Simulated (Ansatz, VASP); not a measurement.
# ZnS: VASP beside Ansatz

Wanted: the spread between two codes on one cell, functional and k mesh. The cell is taken from a series of runs on this material, whose earlier steps may have relaxed, scaled, displaced or heated it; both programs get it as it stands.

Program: Ansatz 0.2.0. Level of theory: plane waves, with VASP 6.6.1 beside it; dielectric response at r2SCAN. Results are calculated unless marked as measured.

**1. The starting structure**

Symmetry: F-43m, No. 216, cubic system. The conventional cell has a = 5.404 Å, b = 5.404 Å, c = 5.404 Å, α = 90.00°, β = 90.00°, γ = 90.00°. Zn has 4 S at 2.34 Å nearest. Nearest to S lie 4 Zn at 2.34 Å. Farther neighbours and most contacts between anions are not listed.

Structure file:

```xyz
2
Lattice="0.0000 2.7020 2.7020 2.7020 0.0000 2.7020 2.7020 2.7020 0.0000" Properties=species:S:1:pos:R:3 pbc="T T T"
Zn    1.3510    1.3510    1.3510
S     0.0000    0.0000    0.0000
```

**2. VASP: dielectric response, r2SCAN**

The response to a field tests empty states and converges slowly with the mesh.

Lines of VASP's logs that name or quote its potential files are left out, and so is its time.

Input file INCAR:

```
SYSTEM = ZnS
PREC = Accurate
ENCUT = 440
EDIFF = 1E-08
NELM = 120
ISMEAR = 0
SIGMA = 0.01
LREAL = .FALSE.
ALGO = Normal
METAGGA = R2SCAN
LASPH = .TRUE.
NBANDS = 15
LORBIT = 11
LWAVE = .FALSE.
LCHARG = .FALSE.
ISIF = 2
LCALCEPS = .TRUE.
LPEAD = .TRUE.
GGA_COMPAT = .FALSE.
EFERMI = MIDGAP
LMIXTAU = .TRUE.
KPAR = 2
```

Input file POSCAR:

```
ZnS
1.0
    0.0000000000      2.7020000000      2.7020000000
    2.7020000000      0.0000000000      2.7020000000
    2.7020000000      2.7020000000      0.0000000000
Zn S
1 1
Direct
    0.2500000000      0.2500000000      0.2500000000
    0.0000000000      0.0000000000      0.0000000000
```

Input file KPOINTS:

```
Automatic mesh
0
Gamma
7 7 7
0 0 0
```

PAW data sets: Zn and S (PBE family, release 64).

Command:

```bash
$ mpirun -np 2 vasp_std
```

Numbers of over 12 decimals in the logs are rounded to 6 here.

The log of the run:

```text
[banner, memory and clock lines left out]
running    2 mpi-ranks, on    1 nodes
 distrk:  each k-point on    1 cores,    2 groups
 distr:  one band on    1 cores,    1 groups

 POSCAR found type information on POSCAR ZnS
 POSCAR found :  2 types and       2 ions
|                                                                             |
|               ----> ADVICE to this user running VASP <----                  |
|                                                                             |
|     You enforced a specific xc type in the INCAR file but a different       |
|     [... a line on the potential file left out ...]
|     I HOPE YOU KNOW WHAT YOU ARE DOING!                                     |
|                                                                             |

 LDA part: xc-table for (None), standard interpolation
 POSCAR, INCAR and KPOINTS ok, starting setup
 FFT: planning ... GRIDC
 FFT: planning ... GRID_SOFT
 FFT: planning ... GRID
 WAVECAR not read
 entering main loop
       N       E                     dE             d eps       ncg     rms          rms(c)
DAV:   1     0.647300608475E+02    0.64730E+02   -0.81206E+03   600   0.129E+03
DAV:   2    -0.167690594905E+02   -0.81499E+02   -0.76713E+02   684   0.254E+02
DAV:   3    -0.218866070244E+02   -0.51175E+01   -0.50932E+01   705   0.630E+01
DAV:   4    -0.219368817882E+02   -0.50275E-01   -0.50262E-01   740   0.649E+00
DAV:   5    -0.219374056991E+02   -0.52391E-03   -0.52389E-03   733   0.628E-01    0.708E+00
DAV:   6    -0.188451199851E+02    0.30923E+01   -0.17642E+00   649   0.421E+01    0.656E+00
DAV:   7    -0.187836329078E+02    0.61487E-01   -0.57430E-01   649   0.141E+01    0.344E+00
DAV:   8    -0.188393652401E+02   -0.55732E-01   -0.12712E-01   600   0.441E+00    0.153E+00
DAV:   9    -0.188255019273E+02    0.13863E-01   -0.12533E-01   614   0.347E+00    0.384E-01
DAV:  10    -0.188529578139E+02   -0.27456E-01   -0.46828E-02   600   0.204E+00    0.157E-01
DAV:  11    -0.188619244510E+02   -0.89666E-02   -0.37898E-03   635   0.701E-01    0.579E-02
DAV:  12    -0.188478108350E+02    0.14114E-01   -0.45491E-03   600   0.760E-01    0.103E-01
DAV:  13    -0.188620870476E+02   -0.14276E-01   -0.32291E-03   600   0.579E-01    0.196E-02
DAV:  14    -0.188621850116E+02   -0.97964E-04   -0.68683E-05   761   0.835E-02    0.909E-03
DAV:  15    -0.188621868644E+02   -0.18527E-05   -0.19282E-06   698   0.154E-02    0.729E-03
DAV:  16    -0.188621885160E+02   -0.16516E-05   -0.16439E-06   684   0.248E-02    0.433E-03
DAV:  17    -0.188621899302E+02   -0.14142E-05   -0.94306E-07   635   0.112E-02    0.271E-03
DAV:  18    -0.188621892932E+02    0.63696E-06   -0.11009E-07   656   0.565E-03    0.186E-03
DAV:  19    -0.188621898723E+02   -0.57904E-06   -0.28461E-08   733   0.202E-03    0.830E-04
DAV:  20    -0.188621893466E+02    0.52566E-06   -0.45404E-08   628   0.251E-03    0.427E-04
DAV:  21    -0.188621896126E+02   -0.26595E-06   -0.19903E-09   356   0.639E-04    0.168E-04
DAV:  22    -0.188621895887E+02    0.23878E-07   -0.11175E-09   321   0.412E-04    0.549E-05
DAV:  23    -0.188621896766E+02   -0.87872E-07   -0.32594E-10   307   0.432E-04    0.401E-05
DAV:  24    -0.188621896757E+02    0.90631E-09   -0.27389E-10   321   0.190E-04
       N       E                     dE             d eps       ncg     rms          rms(c)
SDA:   1    -0.188621884245E+02   -0.18862E+02   -0.11072E-09  1500   0.277E-09   0.000E+00
DMP:   2    -0.188621884194E+02    0.51298E-08   -0.57321E-10  1500   0.919E-10   0.134E-09
 final diagonalization occupied
 p_tot=(  0.135E+02  0.135E+02  0.135E+02 )
       N       E                     dE             d eps       ncg     rms          rms(c)
 p_tot=(  0.135E+02  0.135E+02  0.135E+02 )
dp_tot=(  0.000E+00  0.000E+00  0.000E+00 )  diag[e(oo)]=(  1.00000    ---      ---   )
SDA:   1    -0.188351315441E+02    0.27057E-01   -0.31959E-04  1500   0.799E-04   0.000E+00
 p_tot=(  0.135E+02  0.135E+02  0.135E+02 )
dp_tot=(  0.320E-02  0.791E-06  0.797E-06 )  diag[e(oo)]=(  2.46582    ---      ---   )
DMP:   2    -0.188351562131E+02   -0.24669E-04   -0.19997E-04  1500   0.274E-04   0.435E-04
 p_tot=(  0.135E+02  0.135E+02  0.135E+02 )
dp_tot=(  0.659E-02  0.164E-05  0.166E-05 )  diag[e(oo)]=(  4.02474    ---      ---   )
DMP:   3    -0.188351691943E+02   -0.12981E-04   -0.72043E-05  1500   0.103E-04   0.149E-04
 p_tot=(  0.135E+02  0.135E+02  0.135E+02 )
dp_tot=(  0.870E-02  0.219E-05  0.221E-05 )  diag[e(oo)]=(  4.99030    ---      ---   )
DMP:   4    -0.188351738050E+02   -0.46107E-05   -0.41006E-05  1500   0.763E-05   0.504E-05
 p_tot=(  0.135E+02  0.135E+02  0.135E+02 )
dp_tot=(  0.949E-02  0.242E-05  0.243E-05 )  diag[e(oo)]=(  5.35101    ---      ---   )
DMP:   5    -0.188351766485E+02   -0.28435E-05   -0.22463E-05  1500   0.356E-05   0.396E-05
 p_tot=(  0.135E+02  0.135E+02  0.135E+02 )
dp_tot=(  0.958E-02  0.246E-05  0.247E-05 )  diag[e(oo)]=(  5.39236    ---      ---   )
DMP:   6    -0.188351780706E+02   -0.14222E-05   -0.88386E-06  1500   0.144E-05   0.149E-05
 p_tot=(  0.135E+02  0.135E+02  0.135E+02 )
dp_tot=(  0.952E-02  0.245E-05  0.245E-05 )  diag[e(oo)]=(  5.36430    ---      ---   )
DMP:   7    -0.188351785843E+02   -0.51364E-06   -0.41198E-06  1500   0.845E-06   0.356E-06
 p_tot=(  0.135E+02  0.135E+02  0.135E+02 )
[...]
DMP:   3    -0.188351692813E+02   -0.12980E-04   -0.72043E-05  1500   0.103E-04   0.149E-04
 p_tot=(  0.135E+02  0.135E+02  0.135E+02 )
dp_tot=(  0.206E-05  0.870E-02  0.207E-05 )  diag[e(oo)]=(    ---    4.99030    ---   )
DMP:   4    -0.188351738905E+02   -0.46092E-05   -0.41006E-05  1500   0.763E-05   0.504E-05
 p_tot=(  0.135E+02  0.135E+02  0.135E+02 )
dp_tot=(  0.229E-05  0.949E-02  0.230E-05 )  diag[e(oo)]=(    ---    5.35101    ---   )
DMP:   5    -0.188351767323E+02   -0.28418E-05   -0.22463E-05  1500   0.356E-05   0.396E-05
 p_tot=(  0.135E+02  0.135E+02  0.135E+02 )
dp_tot=(  0.232E-05  0.958E-02  0.232E-05 )  diag[e(oo)]=(    ---    5.39236    ---   )
DMP:   6    -0.188351781536E+02   -0.14214E-05   -0.88387E-06  1500   0.144E-05   0.149E-05
 p_tot=(  0.135E+02  0.135E+02  0.135E+02 )
dp_tot=(  0.228E-05  0.952E-02  0.228E-05 )  diag[e(oo)]=(    ---    5.36430    ---   )
DMP:   7    -0.188351786677E+02   -0.51410E-06   -0.41199E-06  1500   0.845E-06   0.356E-06
 p_tot=(  0.135E+02  0.135E+02  0.135E+02 )
dp_tot=(  0.226E-05  0.952E-02  0.226E-05 )  diag[e(oo)]=(    ---    5.36615    ---   )
DMP:   8    -0.188351789137E+02   -0.24594E-06   -0.21802E-06  1500   0.443E-06   0.196E-06
 p_tot=(  0.135E+02  0.135E+02  0.135E+02 )
dp_tot=(  0.225E-05  0.958E-02  0.226E-05 )  diag[e(oo)]=(    ---    5.39175    ---   )
DMP:   9    -0.188351790387E+02   -0.12508E-06   -0.98705E-07  1500   0.206E-06   0.776E-07
 p_tot=(  0.135E+02  0.135E+02  0.135E+02 )
dp_tot=(  0.226E-05  0.962E-02  0.226E-05 )  diag[e(oo)]=(    ---    5.41037    ---   )
DMP:  10    -0.188351790913E+02   -0.52587E-07   -0.49901E-07  1500   0.116E-06   0.170E-07
 p_tot=(  0.135E+02  0.135E+02  0.135E+02 )
dp_tot=(  0.225E-05  0.961E-02  0.225E-05 )  diag[e(oo)]=(    ---    5.40957    ---   )
DMP:  11    -0.188351791194E+02   -0.28042E-07   -0.31356E-07  1500   0.687E-07   0.186E-07
 p_tot=(  0.135E+02  0.135E+02  0.135E+02 )
dp_tot=(  0.223E-05  0.959E-02  0.223E-05 )  diag[e(oo)]=(    ---    5.39618    ---   )
DMP:  12    -0.188351791389E+02   -0.19494E-07   -0.19077E-07  1500   0.368E-07   0.210E-07
 p_tot=(  0.135E+02  0.135E+02  0.135E+02 )
dp_tot=(  0.221E-05  0.955E-02  0.222E-05 )  diag[e(oo)]=(    ---    5.38157    ---   )
DMP:  13    -0.188351791513E+02   -0.12403E-07   -0.10253E-07  1500   0.183E-07   0.140E-07
 p_tot=(  0.135E+02  0.135E+02  0.135E+02 )
dp_tot=(  0.220E-05  0.953E-02  0.221E-05 )  diag[e(oo)]=(    ---    5.37182    ---   )
DMP:  14    -0.188351791581E+02   -0.68305E-08   -0.53197E-08  1500   0.950E-08   0.732E-08
 final diagonalization full
 p_tot=(  0.135E+02  0.135E+02  0.135E+02 )
dp_tot=(  0.220E-05  0.952E-02  0.220E-05 )  diag[e(oo)]=(    ---    5.36697    ---   )
       N       E                     dE             d eps       ncg     rms          rms(c)
SDA:   1    -0.188621882300E+02   -0.27009E-01   -0.14096E-09  1500   0.352E-09   0.000E+00
DMP:   2    -0.188621882356E+02   -0.55823E-08   -0.53224E-10  1500   0.924E-10   0.107E-09
 final diagonalization occupied
 p_tot=(  0.135E+02  0.135E+02  0.135E+02 )
       N       E                     dE             d eps       ncg     rms          rms(c)
 p_tot=(  0.135E+02  0.135E+02  0.135E+02 )
dp_tot=(  0.000E+00  0.000E+00  0.000E+00 )  diag[e(oo)]=(    ---      ---    1.00000 )
SDA:   1    -0.188351313827E+02    0.27057E-01   -0.31959E-04  1500   0.799E-04   0.000E+00
 p_tot=(  0.135E+02  0.135E+02  0.135E+02 )
dp_tot=(  0.626E-06  0.650E-06  0.320E-02 )  diag[e(oo)]=(    ---      ---    2.46581 )
DMP:   2    -0.188351560360E+02   -0.24653E-04   -0.19997E-04  1500   0.274E-04   0.435E-04
 p_tot=(  0.135E+02  0.135E+02  0.135E+02 )
dp_tot=(  0.141E-05  0.146E-05  0.659E-02 )  diag[e(oo)]=(    ---      ---    4.02472 )
DMP:   3    -0.188351690154E+02   -0.12979E-04   -0.72043E-05  1500   0.103E-04   0.149E-04
 p_tot=(  0.135E+02  0.135E+02  0.135E+02 )
dp_tot=(  0.196E-05  0.201E-05  0.870E-02 )  diag[e(oo)]=(    ---      ---    4.99027 )
DMP:   4    -0.188351736240E+02   -0.46086E-05   -0.41006E-05  1500   0.763E-05   0.504E-05
 p_tot=(  0.135E+02  0.135E+02  0.135E+02 )
dp_tot=(  0.218E-05  0.223E-05  0.949E-02 )  diag[e(oo)]=(    ---      ---    5.35098 )
DMP:   5    -0.188351764653E+02   -0.28414E-05   -0.22463E-05  1500   0.356E-05   0.396E-05
 p_tot=(  0.135E+02  0.135E+02  0.135E+02 )
dp_tot=(  0.220E-05  0.225E-05  0.958E-02 )  diag[e(oo)]=(    ---      ---    5.39233 )
DMP:   6    -0.188351778868E+02   -0.14214E-05   -0.88386E-06  1500   0.144E-05   0.149E-05
 p_tot=(  0.135E+02  0.135E+02  0.135E+02 )
dp_tot=(  0.217E-05  0.221E-05  0.952E-02 )  diag[e(oo)]=(    ---      ---    5.36428 )
DMP:   7    -0.188351784011E+02   -0.51428E-06   -0.41199E-06  1500   0.845E-06   0.356E-06
 p_tot=(  0.135E+02  0.135E+02  0.135E+02 )
dp_tot=(  0.215E-05  0.219E-05  0.952E-02 )  diag[e(oo)]=(    ---      ---    5.36613 )
DMP:   8    -0.188351786471E+02   -0.24608E-06   -0.21802E-06  1500   0.443E-06   0.196E-06
 p_tot=(  0.135E+02  0.135E+02  0.135E+02 )
dp_tot=(  0.215E-05  0.219E-05  0.958E-02 )  diag[e(oo)]=(    ---      ---    5.39173 )
DMP:   9    -0.188351787723E+02   -0.12517E-06   -0.98704E-07  1500   0.206E-06   0.776E-07
 p_tot=(  0.135E+02  0.135E+02  0.135E+02 )
dp_tot=(  0.215E-05  0.219E-05  0.962E-02 )  diag[e(oo)]=(    ---      ---    5.41035 )
DMP:  10    -0.188351788250E+02   -0.52679E-07   -0.49900E-07  1500   0.116E-06   0.170E-07
 p_tot=(  0.135E+02  0.135E+02  0.135E+02 )
dp_tot=(  0.214E-05  0.218E-05  0.961E-02 )  diag[e(oo)]=(    ---      ---    5.40955 )
DMP:  11    -0.188351788530E+02   -0.27972E-07   -0.31355E-07  1500   0.687E-07   0.186E-07
 p_tot=(  0.135E+02  0.135E+02  0.135E+02 )
dp_tot=(  0.213E-05  0.217E-05  0.959E-02 )  diag[e(oo)]=(    ---      ---    5.39615 )
DMP:  12    -0.188351788723E+02   -0.19391E-07   -0.19076E-07  1500   0.368E-07   0.210E-07
 p_tot=(  0.135E+02  0.135E+02  0.135E+02 )
dp_tot=(  0.211E-05  0.215E-05  0.955E-02 )  diag[e(oo)]=(    ---      ---    5.38155 )
DMP:  13    -0.188351788847E+02   -0.12399E-07   -0.10253E-07  1500   0.183E-07   0.140E-07
 p_tot=(  0.135E+02  0.135E+02  0.135E+02 )
dp_tot=(  0.210E-05  0.214E-05  0.953E-02 )  diag[e(oo)]=(    ---      ---    5.37180 )
DMP:  14    -0.188351788916E+02   -0.68101E-08   -0.53197E-08  1500   0.950E-08   0.732E-08
 final diagonalization full
 p_tot=(  0.135E+02  0.135E+02  0.135E+02 )
dp_tot=(  0.209E-05  0.213E-05  0.952E-02 )  diag[e(oo)]=(    ---      ---    5.36694 )
   1 F= -.18835179E+02 E0= -.18835179E+02  d E =0.000000E+00
```

Parts of OUTCAR (step 2):

```text
ion  position               nearest neighbor table
   1  0.250  0.250  0.250-   2 2.34   2 2.34   2 2.34   2 2.34
   2  0.000  0.000  0.000-   1 2.34   1 2.34   1 2.34   1 2.34

  LATTYP: Found a face centered cubic cell.
 ALAT       =     5.4040000000

 Subroutine GETGRP returns: Found 24 space group operations
 (whereof 24 operations were pure point group operations)

The static configuration has the point symmetry T_d .

 Found     20 irreducible k-points:

   k-points           NKPTS =     20   k-points in BZ     NKDIM =     20   number of bands    NBANDS=     15

   dimension x,y,z NGX =    28 NGY =   28 NGZ =   28
   dimension x,y,z NGXF=    56 NGYF=   56 NGZF=   56

   ENCUT  =  440.0 eV  32.34 Ry    5.69 a.u.   6.54  6.54  6.54*2*pi/ulx,y,z

   NELECT =      18.0000    total number of electrons

 k-points in reciprocal lattice and weights: Automatic mesh
   0.00000000  0.00000000  0.00000000       0.003
   0.14285714  0.00000000  0.00000000       0.023
   0.28571429  0.00000000  0.00000000       0.023
   0.42857143  0.00000000  0.00000000       0.023
   0.14285714  0.14285714  0.00000000       0.017
   0.28571429  0.14285714  0.00000000       0.070
   0.42857143  0.14285714  0.00000000       0.070
  -0.42857143  0.14285714  0.00000000       0.070
  -0.28571429  0.14285714  0.00000000       0.070
[...]
-0.42857143  0.42857143  0.14285714       0.070
  -0.28571429  0.42857143  0.14285714       0.070

 average (electrostatic) potential at core
       1 -41.7798       2 -91.6019

            Ionic dipole moment: p[ion]=(    16.21200    16.21200    16.21200 ) |e| Angst

 Total electronic dipole moment: p[elc]=(    -2.70569    -2.70568    -2.69617 ) |e| Angst

 MACROSCOPIC STATIC DIELECTRIC TENSOR (including local field effects)
 ------------------------------------------------------
           5.366958     0.000000    -0.000000
           0.000000     5.366958    -0.000000
           0.000000     0.000000     5.366958
 ------------------------------------------------------

 PIEZOELECTRIC TENSOR (including local field effects) (C/m^2)
          XX          YY          ZZ          XY          YZ          ZX
  --------------------------------------------------------------------------------
  x     0.00000     0.00000     0.00000     0.00000     0.66359     0.00000
  y     0.00000     0.00000     0.00000     0.00000     0.00000     0.66359
  z     0.00000     0.00000    -0.00000     0.66359     0.00000    -0.00000

 BORN EFFECTIVE CHARGES (including local field effects) (in |e|, cummulative output)
 ---------------------------------------------------------------------------------
 ion    1
    1     2.00220    -0.00000     0.00000
    2     0.00000     2.00220    -0.00000
    3     0.00000    -0.00000     2.00220
 ion    2
    1    -2.00220     0.00000     0.00000
    2     0.00000    -2.00220     0.00000
    3    -0.00000     0.00000    -2.00220

  Total       -0.1849721     -0.1849721     -0.1849721     -0.0000000      0.0000000      0.0000000
  in kB       -7.5115721     -7.5115721     -7.5115721     -0.0000000      0.0000000      0.0000000
  external PRESSURE =      -7.5115721 kB  Pullay stress =       0.0000000 kB

  energy-cutoff  :      440.00
  volume of cell :       39.45
      direct lattice vectors                 reciprocal lattice vectors
     0.000000000  2.702000000  2.702000000    -0.185048113  0.185048113  0.185048113
     2.702000000  0.000000000  2.702000000     0.185048113 -0.185048113  0.185048113
     2.702000000  2.702000000  0.000000000     0.185048113  0.185048113 -0.185048113

 POSITION                                       TOTAL-FORCE (eV/Angst)
 -----------------------------------------------------------------------------------
      1.35100      1.35100      1.35100        -0.000000     -0.000000     -0.000000
      0.00000      0.00000      0.00000         0.000000      0.000000      0.000000
 -----------------------------------------------------------------------------------
    total drift:                                0.000000      0.000000      0.000000
```

(Part 1 of 2 ends here.)

[Lines on the potential files, build, host, timing and source positions are cut from VASP's logs without a mark.]

[Logs are printed without paths, hosts, clocks, repeated set-up lines and the standing remarks that a program may print on its own settings, such as how far it seeks lower states.]

[Hosts, paths, dates, database ids (printed as entryN), source tags and the programs' standing remarks are cut or masked in the printed files.]
